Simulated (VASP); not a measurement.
# BN, self-consistent run: which settings are enough?

BN, P1 (no. 1), 4 atoms in the cell. PBE; PAW potentials N, B (PBE set). VASP 6.6.1. The atoms are moved at random off their ideal places.

Wanted: energy within 1 meV/atom; forces within 0.005 eV/Å; pressure within 0.1 GPa.

POSCAR:
```
BN
1.0
    2.5539396017      0.0000000000      0.0000000000
   -1.2769698009      2.2117765748      0.0000000000
    0.0000000000      0.0000000000      4.2268550000
N B
2 2
Direct
    0.3365110000      0.6668360000      0.1284800000
    0.6565330000      0.3281590000      0.6211270000
    0.3311970000      0.6639980000      0.5001640000
    0.6642870000      0.3271350000      0.9958560000
```

## FFT grids and symmetry tolerance typed by hand

| FFT grids and symmetry tolerance typed by hand | Energy less reference (meV/atom) | Forces, largest deviation (eV/Å) | Pressure (GPa) | SCF iterations | Time (s) |
|---|---|---|---|---|---|
| default | 0.0 | 0.0000 | -0.91 | 14 | 27 |
| NGX, NGY, NGZ = 24, 24, 40 | 0.0 | 0.0002 | -0.91 | 14 | 32 |
| NGX, NGY, NGZ = 16, 16, 24 | 0.0 | 0.0001 | -0.91 | 14 | 12 |
| NGX, NGY, NGZ = 12, 12, 20 | -3.0 | 0.0121 | -0.74 | 14 | 10 |
| NGX, NGY, NGZ = 10, 10, 18 | 8.1 | 0.0468 | -3.37 | 14 | 10 |
| NGXF, NGYF, NGZF = 28, 28, 44 | 0.0 | 0.0001 | -0.91 | 14 | 22 |
| NGXF, NGYF, NGZF = 54, 54, 88 | 0.0 | 0.0001 | -0.91 | 14 | 23 |
| SYMPREC = 0.001 | 0.0 | 0.0000 | -0.91 | 14 | 23 |
| SYMPREC = 1e-08 | 0.0 | 0.0000 | -0.91 | 14 | 23 |
| EWALD_CUTOFF = 2.0 | -1146.7 | 1.2183 | -59.81 | 14 | 23 |
| EWALD_CUTOFF = 8.0 | 0.0 | 0.0000 | -0.91 | 14 | 24 |

Chosen: NGX, NGY, NGZ = 16, 16, 24, the fastest of those that stay within half of the tolerance.

## The input

INCAR:
```
ALGO = Normal
EDIFF = 1E-7
ENCUT = 450
ISIF = 2
ISMEAR = 0
LASPH = T
LCHARG = F
LREAL = F
LWAVE = F
NELM = 100
NGX = 16
NGY = 16
NGZ = 24
PREC = Accurate
SIGMA = 0.02
```

KPOINTS:
```
k-points
0
Gamma
  10 10 5
```

Commands:
```
cat potpaw_PBE.64/N/POTCAR potpaw_PBE.64/B/POTCAR > POTCAR
mpirun -np 1 vasp_std > vasp.out
```

The chosen input took VASP 6.6.1 12 s on 1 core (Intel Xeon 6975P-C (Granite Rapids)), a shared host.

## An input that fails: an FFT grid typed too coarse

It runs to its end, but against the unchanged starting input it is off by 476.6 meV/atom in the energy, 1.9435 eV/Å in the forces, 21.14 GPa in the pressure.

Changes against the starting input:
```
+ NGX = 8
+ NGY = 8
+ NGZ = 12
```
